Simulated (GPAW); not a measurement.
Runs of GPAW 26.7.0 on BaS. It takes space group Fm-3m (No. 225, cubic). The conventional cell has a = 6.388 Å, b = 6.388 Å, c = 6.388 Å, α = 90.00°, β = 90.00°, γ = 90.00°. Ba (site symmetry m-3m) has 6 S at 3.19 Å as nearest neighbours. S (site symmetry m-3m) is surrounded by 6 Ba at 3.19 Å. 

| task | level | potentials or basis | cell | k mesh | cutoff (eV) | smearing | optimizer | fmax | max steps | convergence | target pressure | gap on the mesh (eV) | pressure (GPa) | relaxed volume (Å³/atom) |
| --- | --- | --- | --- | --- | --- | --- | --- | --- | --- | --- | --- | --- | --- | --- |
| relaxation of cell and atoms | LDA | the program's PAW data sets (release 1.2.1) made for this functional, pw | relaxed | 7 × 7 × 7 | 600 | fermi-dirac 0.05 eV | BFGS | 0.02 eV/Å | 40 | density=1e-05 forces=0.0001 | - | 1.91 | 0.0 | 31.13 |
| relaxation of cell and atoms | revPBE | the program's PAW data sets (release 1.2.1) made for this functional, pw | relaxed to 20 GPa | 7 × 7 × 7 | 600 | fermi-dirac 0.05 eV | LBFGS | 0.01 eV/Å | 40 | density=1e-05 forces=0.0001 | 20 GPa | 1.72 | 20.0 | - |
| band structure | LDA | the program's PAW data sets (release 1.2.1) made for this functional, pw | as given | 7 × 7 × 7 | 600 | fermi-dirac 0.05 eV | - | - | - | - | - | (a) | -2.1 | - |
| relaxation of cell and atoms | PBEsol | PAW data sets generated in the run's folder for this functional, pw | relaxed | 7 × 7 × 7 | 600 | fermi-dirac 0.05 eV | LBFGS | 0.05 eV/Å | 100 | density=1e-05 forces=0.0001 | - | 2.04 | 0.0 | 32.02 |
| electron localisation function | BLYP | PAW data sets generated in the run's folder for this functional, pw | as given | 5 × 5 × 5 | 510 | fermi-dirac 0.01 eV | - | - | - | - | - | (b) | 3.4 | - |

Alike in all rows: no spin polarisation.

**Question.** Estimate the missing entries.

**Answer.** (a) 1.99; (b) 2.33.

Caveats: spin-orbit coupling is left out, which moves the levels of the heavy elements; an odd mesh through Γ misses points on the zone boundary, where band edges often lie (some runs); later steps reuse the first step's grids (some runs); the volume moved by over 15 % at a fixed basis, so the end points are rough (some runs); the cutoff is short for stress and forces, so pressures can be off by a GPa or more (some runs).

A k mesh can miss the band edges, and the runs leave out spin-orbit coupling on Ba.

Runs at the PBE level aren't shown here.
